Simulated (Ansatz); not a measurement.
Results of B3LYP (VWN-RPA form) (Ansatz, a first-principles code, PAW) for zinc-blende InN (metastable phase).

Run with plane-wave cutoff 460 eV, 10×10×10 k mesh, Fermi–Dirac smearing 0.01 eV, scalar-relativistic PAW data made under PBE.

Pressure at four volumes; x = ln(V/15.996 Å³). One pressure is withheld.

| V (Å³/atom) | x | P (GPa) |
|---|---|---|
| 15.196 | -0.0513 | ? |
| 15.575 | -0.0267 | 3.82 |
| 15.996 | 0.0000 | 0.13 |
| 16.796 | 0.0488 | -5.56 |

Question: Pass a parabola P(x) through the three rows shown, estimate the bulk modulus and its pressure derivative near zero pressure, and predict the withheld pressure.

Answer: Slopes between the rows: (0.13 − (3.82))/(0.0000 − (-0.0267)) = -138.20 and (-5.56 − (0.13))/(0.0488 − (0.0000)) = -116.60 GPa. Their difference over the span 0.0755 is c = 21.60/0.0755 = 286.1 GPa, so P(x) = 3.82 + (-138.20)(x − (-0.0267)) + 286.1 (x − (-0.0267))(x − (0.0000)). At the middle row B = −dP/dx = −[-138.20 + 286.1 × 0.0267] = 130.6 GPa, and B′ = dB/dP = 2c/B = 4.4. At x = -0.0513 the parabola gives 7.58 GPa; the run gives 7.65 GPa. The Birch–Murnaghan fit to the energies at all volumes has B0 = 130 GPa and B′ = 4.6.

Spin–orbit coupling is not included.
